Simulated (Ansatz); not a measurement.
# MgO (R-3m) by several functionals

All numbers come from the PAW code Ansatz. No spin polarisation and no zero-point or thermal motion.

MgO (R-3m) from a database of computed structures, relaxed with r2SCAN. It is trigonal, R-3m (No. 166); a = 2.961 Å, c = 59.240 Å in the conventional setting, 9.37 Å³ an atom. Mg has 6 O at 2.14 Å; Mg has 6 O at 2.10 Å; O has 6 Mg at 2.10 Å; O has 6 Mg at 2.10–2.14 Å (further sites aren't listed).

```
Mg O
1.0
     1.48034    0.85467   19.74681
    -1.48034    0.85467   19.74681
     0.00000   -1.70935   19.74681
Mg O
8 8
Cartesian
  0.0000 0.0000 22.2528
  0.0000 0.0000 36.9876
  0.0000 0.0000 46.9363
  0.0000 0.0000 12.3041
  0.0000 0.0000 54.2282
  0.0000 0.0000 5.0123
  0.0000 0.0000 29.6202
  0.0000 0.0000 0.0000
  0.0000 0.0000 8.6581
  0.0000 0.0000 50.5824
  0.0000 0.0000 25.9743
  0.0000 0.0000 33.2661
  0.0000 0.0000 18.5350
  0.0000 0.0000 40.7054
  0.0000 0.0000 15.9465
  0.0000 0.0000 43.2940
```

Relaxed lattice by functional, symmetry kept:
```json
{"functional": "PBE", "k mesh": "8×8×8", "a (Å)": "2.996", "c (Å)": "59.925", "volume (Å³/atom)": "9.70"}
{"functional": "r2SCAN", "k mesh": "8×8×8", "a (Å)": "2.961", "c (Å)": "59.240", "volume (Å³/atom)": "9.37"}
```

Gaps on the r2SCAN cell, each the least over its mesh and the special points:
```tsv
level	k mesh	gap (eV)	kind	edges	least direct gap (eV)
PBE	10×10×10	4.17	indirect	Γ–S₀ (0.10) → Γ	4.18
r2SCAN	10×10×10	4.99	indirect	(-0.042, 0, 0.031) → Γ	5.00
HSE06	6×6×6	5.84	indirect	(-0.042, 0, 0.031) → Γ	5.85
PBE0	6×6×6	6.57	indirect	(-0.042, 0, 0.031) → Γ	6.59
```
PBE: smearing of 0.02 eV; the others have fixed occupations.
Wave cutoffs: 420 eV, 500 eV (r2SCAN).
Points off the special ones are mesh points or PBE's searched band edges, reused at the other levels.

HSE06 gives an indirect gap of 5.84 eV, from k = (-0.042, 0, 0.031) to Γ; the least direct gap is 5.85 eV at Γ. Least and direct gap differ so little that the kind isn't settled.

r2SCAN covers 49 % of the step from PBE to HSE06. Direct and least gap lie within 0.04 eV at some levels, so the kind of gap isn't settled.

Coordinates of k points refer to the reciprocal vectors of the primitive cell of the runs.
